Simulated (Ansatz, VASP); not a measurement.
## Two plane-wave programs on CaO

Contents of INCAR:

```
SYSTEM = CaO
  PREC = Accurate
  ENCUT = 520
  EDIFF = 1E-6
  ISMEAR = 0
  SIGMA = 0.02
  LREAL = .False.
  LASPH = .True.
  NELM = 60
  ALGO = Normal
  ISIF = 2
  LWAVE = .False.
  LCHARG = .True.
  GGA = PE
  LELF = .True.
  LVHAR = .True.
  NBANDS = 15
```

Contents of KPOINTS:

```
Automatic mesh
0
Gamma
  8 8 8
  0 0 0
```

POSCAR

```
CaO
1.0
    0.0000000000      2.3663092302      2.3663092302
    2.3663092302      0.0000000000      2.3663092302
    2.3663092302      2.3663092302      0.0000000000
Ca O
1 1
Direct
    0.0000000000      0.0000000000      0.0000000000
    0.5000000000      0.5000000000      0.5000000000
```

Input for Ansatz:

```yaml
crystal:
  lattice:
    - [0.0, 2.3663092302, 2.3663092302]
    - [2.3663092302, 0.0, 2.3663092302]
    - [2.3663092302, 2.3663092302, 0.0]
  atoms:
    - { symbol: Ca, position: [0.0, 0.0, 0.0] }
    - { symbol: O, position: [0.5, 0.5, 0.5] }
basis:
  ecutwfc: 420
kpoints:
  mp_grid: { grid: [8, 8, 8] }
hamiltonian:
  xc: pbe
scf:
  occupations: { method: gaussian, width: 0.02 }
output:
  forces: true
  stress: true
  eigenvalues: true
```

Alike in both runs: task single point; functional PBE; k mesh 8 × 8 × 8; occupations gaussian, width 0.02 eV; no spin polarisation.

|  | VASP | Ansatz |
| --- | --- | --- |
| version | VASP 6.6.1 | Ansatz 0.2.0 |
| potentials or method | VASP PAW PBE potentials, release 64 (Ca_sv, O) | scalar-relativistic, plane waves, PAW |
| plane-wave cutoff (eV) | 520 | 420 |
| valence electrons in the cell | 16 | 16 |

```tsv
	VASP	Ansatz	Ansatz less VASP
gap on the k mesh at the Fermi level (eV)	3.62	3.64	+0.022
least direct gap on the mesh (eV)	3.98	4.00	+0.021
pressure (GPa)	8.1	7.4	-0.71
```

A k mesh can miss the band edges.
